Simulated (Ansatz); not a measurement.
Straining Si

Theory: Ansatz 0.2.0, DFT PBE, scalar-relativistic, plane waves, PAW. Settings: 420 eV cutoff, 12×12×6 k-mesh, Gaussian smearing of 0.02 eV, no spin polarisation.

Starting point, cell and atoms relaxed:

```
Si
1.0
     3.85128    0.00000    0.00000
    -1.92564    3.33531    0.00000
     0.00000    0.00000    6.36502
Si
4
Direct
  0.33333 0.66667 0.06293
  0.66667 0.33333 0.56293
  0.33333 0.66667 0.43707
  0.66667 0.33333 0.93707
```

Deformation: biaxial strain in the a-b plane, with the length and tilt of c and the atoms relaxed, all within the symmetry that the strain leaves. Energies are extrapolated to zero smearing. Gaps are Kohn–Sham gaps over the whole zone.

```csv
strain (%),ΔE (meV/atom),a (Å),b (Å),c (Å),gap (eV)
-4.5,60.8,3.678,3.678,6.478,0.21
-3.0,26.4,3.736,3.736,6.437,0.43
-1.5,6.5,3.794,3.794,6.400,0.45
+0.0,0.0,3.851,3.851,6.365,0.45
+1.5,6.1,3.909,3.909,6.336,0.44
+3.0,23.7,3.967,3.967,6.311,0.42
+4.5,51.7,4.025,4.025,6.289,0.22
```

Problem. What stiffness (1/V) d²E/dε² at zero strain does a cubic fit over all points give?

Solution. A cubic fit gives (1/V) d²E/dε² = 435 GPa at zero strain (twice the biaxial modulus).

Problem. How does the free axis c answer a small strain?

Solution. Between the innermost points its strain is -0.33 times the applied one.

Problem. How fast does the gap move with strain on either side?

Solution. -1 meV per percent on the compressed side and -8 meV per percent on the stretched side; it is indirect at -1.5 %, indirect at zero and indirect at +1.5 %.

This form isn't the element's structure at ambient conditions.